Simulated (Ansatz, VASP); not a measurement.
# One calculation of HfC, two programs

The input INCAR:

```
SYSTEM = HfC
  ALGO = Normal
  EDIFF = 1E-6
  ENCUT = 520
  ISIF = 2
  ISMEAR = -1
  LASPH = .TRUE.
  LCHARG = .FALSE.
  LREAL = .FALSE.
  LWAVE = .FALSE.
  NBANDS = 22
  NELM = 60
  PREC = Accurate
  SIGMA = 0.05
```

Contents of KPOINTS:

```
k-points
0
G
  9 9 5
  0 0 0
```

The input POSCAR:

```
HfC
1.0
    3.3868561774      0.0000000000      0.0000000000
   -1.6934280887      2.9331034886      0.0000000000
    0.0000000000      0.0000000000      5.2711786145
Hf C
2 2
Direct
    0.3333333333      0.6666666667      0.2500000000
    0.6666666667      0.3333333333      0.7500000000
    0.0000000000      0.0000000000      0.5000000000
    0.0000000000      0.0000000000      0.0000000000
```

File input.yaml:

```yaml
crystal:
  lattice:
    - [3.3868561774, 0.0, 0.0]
    - [-1.6934280887, 2.9331034886, 0.0]
    - [0.0, 0.0, 5.2711786145]
  atoms:
    - { symbol: Hf, position: [0.3333333333, 0.6666666667, 0.25] }
    - { symbol: Hf, position: [0.6666666667, 0.3333333333, 0.75] }
    - { symbol: C, position: [0.0, 0.0, 0.5] }
    - { symbol: C, position: [0.0, 0.0, 0.0] }
kpoints:
  mp_grid: { grid: [9, 9, 5] }
scf:
  occupations: { method: fermi_dirac, width: 0.05 }
hamiltonian:
  xc: lda
  pseudopotentials: { kind: all_electron, lapw: { basis_error: 0.002 } }
output:
  forces: true
  stress: true
  eigenvalues: true
```

Change from the starting cell: volume scaled by 1.04.

Alike in both runs: task single point; functional LDA; k mesh 9 × 9 × 5; occupations fermi-dirac, width 0.05 eV; no spin polarisation.

```csv
,VASP,Ansatz
version,VASP 6.6.1,Ansatz 0.2.0
potentials or method,"VASP PAW LDA potentials, release 64 (Hf_pv, C)","all-electron LAPW, scalar-relativistic"
plane-wave cutoff (eV),520,see its input
```

VASP gave:

* gap on the k mesh at the Fermi level (eV): none
* pressure (GPa): -20.0
* largest component of the traceless stress (GPa): 2.49

Problem. Which values does Ansatz return?

Solution. gap on the k mesh at the Fermi level (eV): none; pressure (GPa): -20.0; largest component of the traceless stress (GPa): 2.50.

A gap of «none» marks a metal or a gap that the smearing closes. Ansatz ran all-electron here, so the differences hold the error of VASP's frozen core and of both bases.

Caveats: so large a pressure means that the cell lies far from this level's equilibrium, or that cutoff or potentials fall short (VASP). The runs have no spin-orbit coupling, so splittings on Hf are missing.
